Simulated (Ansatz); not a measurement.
Runs of Ansatz 0.2.0 on MgO2. The structure is cubic, space group Pa-3 (No. 205). The conventional cell has a = 4.829 Å, b = 4.829 Å, c = 4.829 Å, α = 90.00°, β = 90.00°, γ = 90.00°. Around Mg (site symmetry -3) lie 6 O at 2.07 Å. Around O (site symmetry 3) lie 1 O at 1.50 Å. The cell is a database's computed one.

| level | gap on the mesh (eV) | pressure (GPa) | relaxed volume (Å³/atom) |
| --- | --- | --- | --- |
| r2SCAN+rVV10 | 4.71 | 0.0 | (a) |
| r2SCAN+D3(BJ) | (b) | 0.0 | 9.31 |
| r2SCAN | 4.71 | 0.0 | 9.41 |
| r2SCAN+D3(BJ)-ATM | 4.74 | 0.0 | 9.34 |
| r2SCAN+D4 | (c) | 0.0 | 9.35 |

Alike in all rows: task relaxation of cell and atoms; potentials or basis Ansatz PAW; no spin polarisation; cell relaxed; k mesh 6 × 6 × 6; cutoff (eV) 500; smearing fermi-dirac 0.05 eV.

Q: Fill in the values left out.

A: (a) 9.33; (b) 4.75; (c) 4.73.

Caveats: the plane-wave basis is chosen anew once the cell has moved, so the energies of steps on either side of that aren't comparable; the PAW data sets come from PBE, with cores solved anew for the run's functional, which leaves a small shift of forces and pressure; the dispersion damping was fitted for another functional or another form of the correction (some runs).

A k mesh can miss the band edges.
